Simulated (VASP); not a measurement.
# Settings for Al₄Co₃: relaxation of the atoms

Al₄Co₃, slab, 7 atoms in the cell. PBE, relaxation of the atoms; PAW potentials Al, Co (PBE set). VASP 6.6.1.

Wanted: energy within 1 meV/atom; two shortest distances of each atom within 0.01 Å.

POSCAR:
```
Al4Co3
1.0
    2.8194032100      0.0000000000      0.0000000000
    0.0000000000      2.8194032100      0.0000000000
    0.0000000000      0.0000000000     23.4582096300
Al Co
4 3
Selective dynamics
Direct
    0.0000000000      0.0000000000      0.3197170000  F F F
    0.0000000000      0.0000000000      0.4399060000  F F F
   -0.0131950000      0.0142800000      0.5611710000  T T T
    0.0072280000      0.0006980000      0.6818970000  T T T
    0.5000000000      0.5000000000      0.3798120000  F F F
    0.5147160000      0.5009760000      0.4991360000  T T T
    0.4807860000      0.4936800000      0.6202120000  T T T
```

The series start from Force threshold EDIFFG (eV/Å): -0.02; Electronic threshold EDIFF (eV): 1e-6; Relaxation method: conjugate gradient, POTIM 0.5; Mixing and least electronic steps: default. Each series keeps the choices made before it, and each single choice may use up half of a tolerance.

## Force threshold EDIFFG (eV/Å)

| Force threshold EDIFFG (eV/Å) | Energy less reference (meV/atom) | Two shortest distances of each atom, largest deviation (Å) | Time (s) |
|---|---|---|---|
| -0.1 | 0.6 | 0.017 | 232 |
| -0.05 | 0.1 | 0.003 | 302 |
| -0.03 | 0.0 | 0.002 | 332 |
| -0.02 | 0.0 | 0.002 | 334 |
| -0.01 | 0.0 | 0.002 | 354 |
| -0.005 | 0.0 | 0.001 | 463 |
| -0.002 (reference) | 0.0 | 0.000 | 486 |

Chosen: -0.05, the loosest value from which every tighter one stays within half of the tolerance.

## Electronic threshold EDIFF (eV)

| Electronic threshold EDIFF (eV) | Energy less reference (meV/atom) | Two shortest distances of each atom, largest deviation (Å) | Time (s) |
|---|---|---|---|
| 0.001 | 0.0 | 0.003 | 205 |
| 0.0001 | 0.0 | 0.001 | 273 |
| 1e-5 | 0.0 | 0.003 | 357 |
| 1e-6 | 0.0 | 0.002 | 302 |
| 1e-7 (reference) | 0.0 | 0.000 | 507 |

Chosen: 0.001.

## Relaxation method

| Relaxation method | Energy less reference (meV/atom) | Two shortest distances of each atom, largest deviation (Å) | Time (s) |
|---|---|---|---|
| conjugate gradient, POTIM 0.5 | 0.0 | 0.000 | 205 |
| conjugate gradient, POTIM 0.2 | 0.0 | 0.004 | 247 |
| conjugate gradient, POTIM 1.0 | 0.1 | 0.003 | 172 |
| quasi-Newton, POTIM 0.5 | 0.0 | 0.004 | 168 |
| quasi-Newton, POTIM 0.3, 10 steps kept | 0.5 | 0.013 | 470 |
| quasi-Newton, POTIM 0.5, at least 5 electronic steps | 0.0 | 0.005 | 203 |
| damped dynamics, POTIM 0.2, SMASS 0.4 | 0.2 | 0.006 | 213 |
| damped dynamics, POTIM 0.4, SMASS 0.8 | 0.2 | 0.005 | 204 |
| velocity quench, POTIM 0.1 | 0.1 | 0.006 | 195 |

Chosen: quasi-Newton, POTIM 0.5; it saves 36.5 s of 205, so conjugate gradient, POTIM 0.5 would do nearly as well.

## Mixing and least electronic steps

| Mixing and least electronic steps | Energy less reference (meV/atom) | Two shortest distances of each atom, largest deviation (Å) | SCF iterations | Time (s) |
|---|---|---|---|---|
| default | 0.0 | 0.000 | 83 | 168 |
| MAXMIX 40 | 0.0 | 0.004 | 58 | 116 |
| NELMIN 4 | 0.0 | 0.000 | 83 | 162 |
| NELMIN 4, MAXMIX 40 | 0.2 | 0.004 | 63 | 117 |
| ALGO Fast | 0.0 | 0.005 | 82 | 124 |

Chosen: MAXMIX 40, the fastest of those that stay within half of the tolerance.

## All choices together

| Input | Energy less reference (meV/atom) | Two shortest distances of each atom, largest deviation (Å) | Time (s) |
|---|---|---|---|
| program defaults (naive) | 0.0 | 0.002 | 210 |
| chosen settings | 0.1 | 0.003 | 116 |
| reference settings throughout | 0.0 | 0.000 | 606 |

The tolerance is met.

## The input

INCAR:
```
SYSTEM = Al4Co3
ALGO = Normal
EDIFF = 0.001
EDIFFG = -0.05
ENCUT = 350
IBRION = 1
ISIF = 2
ISMEAR = 1
ISPIN = 2
KPAR = 8
LASPH = .True.
LCHARG = .False.
LMAXMIX = 4
LREAL = .False.
LWAVE = .False.
MAGMOM = 0 0 0 0 2 2 2
MAXMIX = 40
NELM = 100
NSW = 150
POTIM = 0.5
PREC = Normal
SIGMA = 0.1
```

KPOINTS:
```
k-points
0
Gamma
  8 8 1
```

Commands:
```
cat potpaw_PBE.64/Al/POTCAR potpaw_PBE.64/Co/POTCAR > POTCAR
mpirun -np 8 vasp_std > vasp.out
```

The naive input happens to agree within the tolerance here, in 210 s.

The chosen input took VASP 6.6.1 116 s on 8 cores (Intel Xeon Platinum 8488C (Sapphire Rapids)), a shared host.

## An input that fails: ionic step far too long

VASP's message: internal error in: us.F  at line: 1398 internal ERROR SETYLM_AUG: -16 13 320 12 -17 12 12 If you are not a developer, you should not encounter this problem. Please submit a bug report.

Changes against the starting input:
```
- NELM = 100
- IBRION = 2
- NSW = 150
- POTIM = 0.5
+ NELM = 60
+ IBRION = 3
+ NSW = 30
+ POTIM = 5.0
+ SMASS = 0.4
```
